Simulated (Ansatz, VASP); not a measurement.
Given: the input of a run of VASP 6.6.1 on BeSe.

File INCAR:

```
  PREC = Accurate
  ENCUT = 520
  EDIFF = 1E-7
  ISMEAR = -1
  SIGMA = 0.05
  LREAL = False
  LASPH = True
  NELM = 60
  ALGO = Normal
  ISIF = 2
  LWAVE = False
  LCHARG = False
  GGA = PS
  NBANDS = 11
```

KPOINTS

```
regular mesh
0
Gamma
  9 9 9
```

POSCAR

```
BeSe
1.0
    0.0000000000      2.5683590887      2.5683590887
    2.5683590887      0.0000000000      2.5683590887
    2.5683590887      2.5683590887      0.0000000000
Se Be
1 1
Direct
    0.7500000000      0.7500000000      0.7500000000
    0.0000000000      0.0000000000      0.0000000000
```

Potentials or basis: VASP PAW PBE potentials, release 64 (Se, Be).

Launch:

```bash
$ cat potpaw_PBE.64/Se/POTCAR potpaw_PBE.64/Be/POTCAR > POTCAR
$ mpirun -np 1 vasp_std > vasp.out
```

Task: Translate it to Ansatz 0.2.0. Potentials there: Ansatz PAW.

Result: As run (the cutoff follows the program's own potentials):

input.yaml

```yaml
crystal:
  lattice:
    - [0.0, 2.5683590887, 2.5683590887]
    - [2.5683590887, 0.0, 2.5683590887]
    - [2.5683590887, 2.5683590887, 0.0]
  atoms:
    - { symbol: Se, position: [0.75, 0.75, 0.75] }
    - { symbol: Be, position: [0.0, 0.0, 0.0] }
hamiltonian:
  xc: pbesol
  pseudopotentials: { kind: paw }
kpoints:
  mp_grid: { grid: [9, 9, 9] }
scf:
  occupations: { method: fermi_dirac, width: 0.05 }
output:
  forces: true
  stress: true
  eigenvalues: true
```

Potentials or basis: Ansatz PAW.

The run is started by

```sh
$ ansatz run input.yaml --threads 1 --pin off --max-ram 3584MiB --backend cpu --events-out ev --progress --plain --runs-dir out
```

Both were run:

|  | VASP | Ansatz | Ansatz less VASP |
| --- | --- | --- | --- |
| gap on the k mesh at the Fermi level (eV) | 2.54 | 2.56 | +0.014 |
| least direct gap on the mesh (eV) | 4.26 | 4.25 | -0.004 |
| pressure (GPa) | -0.1 | -0.4 | -0.30 |

The two sets of potentials don't hold the same shells in valence.

Caveats: the PAW data sets were made with another functional, which shifts forces and pressure a little (VASP); an odd mesh through Γ misses points on the zone boundary, where band edges often lie (VASP); odd divisions of the mesh miss points on the zone boundary, where band edges often lie, so the gap on the mesh can be too wide (Ansatz); the PAW data sets come from PBE, with cores solved anew for the run's functional, which leaves a small shift of forces and pressure (Ansatz).
